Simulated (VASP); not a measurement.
A run of VASP 6.6.1 is set up as follows.

File INCAR:

```
ALGO = Fast
EDIFF = 1E-6
ENCUT = 520
GGA = PE
ISIF = 2
ISMEAR = 0
LASPH = T
LCHARG = F
LREAL = F
LWAVE = F
NBANDS = 11
NELM = 100
PREC = Accurate
SIGMA = 0.024
```

File KPOINTS:

```
k-points
0
Gamma
  13 13 13
```

File POSCAR:

```
BN
1.0
    0.0000000000      1.8130010000      1.8130010000
    1.8130010000      0.0000000000      1.8130010000
    1.8130010000      1.8130010000      0.0000000000
N B
1 1
Direct
    0.2500000000      0.2500000000      0.2500000000
    0.0000000000      0.0000000000      0.0000000000
```

Potentials or basis: VASP PAW PBE potentials, release 64 (N, B).

Run with:

```bash
$ cat potpaw_PBE.64/N/POTCAR potpaw_PBE.64/B/POTCAR > POTCAR
$ mpirun -np 1 vasp_std > vasp.out
```

**Question.** What does it give for the band gap on the k mesh?

**Answer.** 4.52 eV, indirect (least direct gap 8.78 eV).

**Question.** Estimate the pressure.

**Answer.** -0.2 GPa.

Caveat: an odd mesh through Γ misses points on the zone boundary, where band edges often lie.

The gap isn't set beside the measured one, since this odd mesh misses points on the zone boundary.
